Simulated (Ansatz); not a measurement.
**Ag: equation of state with B3LYP5**

Ag:

```
Ag
1.0
     0.00000    2.04275    2.04275
     2.04275    0.00000    2.04275
     2.04275    2.04275    0.00000
Ag
1
Cartesian
  0.0000 0.0000 0.0000
```

| Quantity | Value |
| --- | --- |
| Program | Ansatz 0.2.0 |
| Task | equation of state |
| Functional | B3LYP5 |
| Potentials or basis | Ansatz PAW |
| Cutoff | 420 eV |
| Density cutoff | 1680 eV |
| k mesh | 6 × 6 × 6 |
| Occupations | fermi-dirac, width 0.05 eV |
| Spin | no spin polarisation |

```json
{"Equilibrium volume": "18.96 Å³/atom (rough: see the caveat)", "Bulk modulus": "106 GPa (rough)"}
```

Energy against volume, from the lowest point:
```
volume (Å³/atom)  energy (meV/atom)
          16.025             155.40
          16.366             116.02
          16.707              83.71
          17.048              54.75
          17.389              31.63
          17.730              13.60
          18.071               0.00
```

All runs of the series together: 70 s on 2 threads of Arm Neoverse N1, on a shared host.

Caveat: the k mesh is coarse (spacing up to 0.44 Å⁻¹), so the values aren't converged, least of all with exact exchange; the potentials were made for another functional, which shifts forces and pressure; the fit is doubtful: noisy points or a state that changes with volume; the minimum lies outside the volumes run.
